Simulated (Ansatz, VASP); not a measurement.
## Pt: VASP beside Ansatz

```
Pt
1.0
     2.79699    0.00000    0.00000
    -1.39850    2.42227    0.00000
     0.00000    0.00000    4.85520
Pt
2
Direct
  0.33333 0.66667 0.25000
  0.66667 0.33333 0.75000
```

This isn't the form of Pt at room conditions, which is fcc.

Alike in both runs: task single point; functional r2SCAN; k mesh 11 × 11 × 6; occupations fermi-dirac, width 0.05 eV; no spin polarisation.

|  | VASP | Ansatz |
| --- | --- | --- |
| version | VASP 6.6.1 | Ansatz 0.2.0 |
| potentials or method | VASP PAW PBE potentials, release 64 (Pt) | Ansatz PAW |
| plane-wave cutoff (eV) | 520 | 500 |
| valence electrons in the cell | 20 | 36 |

VASP gave:

- gap on the k mesh at the Fermi level (eV): none
- pressure (GPa): -13.9
- largest component of the traceless stress (GPa): 1.11

Question: Estimate Ansatz's values.

Answer: gap on the k mesh at the Fermi level (eV): none; pressure (GPa): -14.3; largest component of the traceless stress (GPa): 1.30.

A gap of «none» marks a metal or a gap that the smearing closes. The two sets of potentials don't hold the same shells in valence.

Caveats: the PAW data sets were made with another functional, which shifts forces and pressure a little (VASP); the PAW data sets come from PBE, with cores solved anew for the run's functional, which leaves a small shift of forces and pressure (Ansatz). The runs have no spin-orbit coupling, so splittings on Pt are missing.
